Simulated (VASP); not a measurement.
**InSb: relaxation of cell and atoms with PBEsol**

InSb:

```
In Sb
1.0
     0.00000    3.23910    3.23910
     3.23910    0.00000    3.23910
     3.23910    3.23910    0.00000
In Sb
1 1
Cartesian
  0.0000 0.0000 0.0000
  1.6196 1.6196 1.6196
```

| Item | Value |
| --- | --- |
| Program | VASP 6.6.1 |
| Task | relaxation of cell and atoms |
| Functional | PBEsol |
| Potentials or basis | VASP PAW PBE potentials, release 64 (In_d, Sb) |
| Cutoff | 600 eV |
| k mesh | 10 × 10 × 10 |
| Occupations | gaussian, width 0.03 eV |
| Spin | no spin polarisation |
| Further INCAR settings | ALGO = Normal; EDIFF = 1e-06; IBRION = 2; EDIFFG = -0.01; NSW = 90; ISIF = 3 |

| Item | Value |
| --- | --- |
| Relaxed volume | 34.66 Å³/atom |
| Relaxed cell | a = 4.611 Å, b = 4.611 Å, c = 4.611 Å, α = 60.00°, β = 60.00°, γ = 60.00° |
| Space group after relaxing (to 0.05 Å) | F-43m (No. 216) |
| Energy gained by relaxing | 1.8 meV/atom |
| Ionic steps | 3 |
| Pressure after relaxing | 0.0 GPa |
| Band gap on the k mesh | none (metal or under the smearing width) |

The path:
```tsv
step	energy change (eV)	largest force (eV/Å)	pressure (GPa)	volume (Å³)
1	0.0000	0.0000	0.88	67.97
2	-0.0031	0.0000	-0.31	69.82
3	-0.0036	0.0000	-0.01	69.31
```

Final structure:
```
In Sb
1.0
     0.00000    3.26032    3.26032
     3.26032    0.00000    3.26032
     3.26032    3.26032    0.00000
In Sb
1 1
Cartesian
  0.0000 0.0000 0.0000
  1.6302 1.6302 1.6302
```

Levels at points of the mesh, in eV from the Fermi level:
| k point | band 7 | band 8 | band 9 | band 10 | band 11 | band 12 |
| --- | --- | --- | --- | --- | --- | --- |
| (0.00, 0.00, 0.00) | -0.38 | -0.01 | -0.01 | -0.01 | 2.92 | 2.92 |
| (0.50, 0.00, 0.00) | -5.58 | -0.99 | -0.99 | 0.43 | 3.76 | 3.76 |
| (0.50, 0.50, 0.00) | -5.88 | -2.22 | -2.22 | 1.27 | 1.28 | 8.00 |

It took 34 s on 4 MPI ranks on Intel(R) Xeon(R) Platinum 8488C (Sapphire Rapids), on a shared host, peak memory 0.26 GiB a rank.

Caveat: the PAW data sets were made with another functional, which shifts forces and pressure a little; this crystal is a semiconductor, whose small gap the functional closes, so the metal is an error of the method. The run has no spin-orbit coupling, so splittings on Sb are missing.
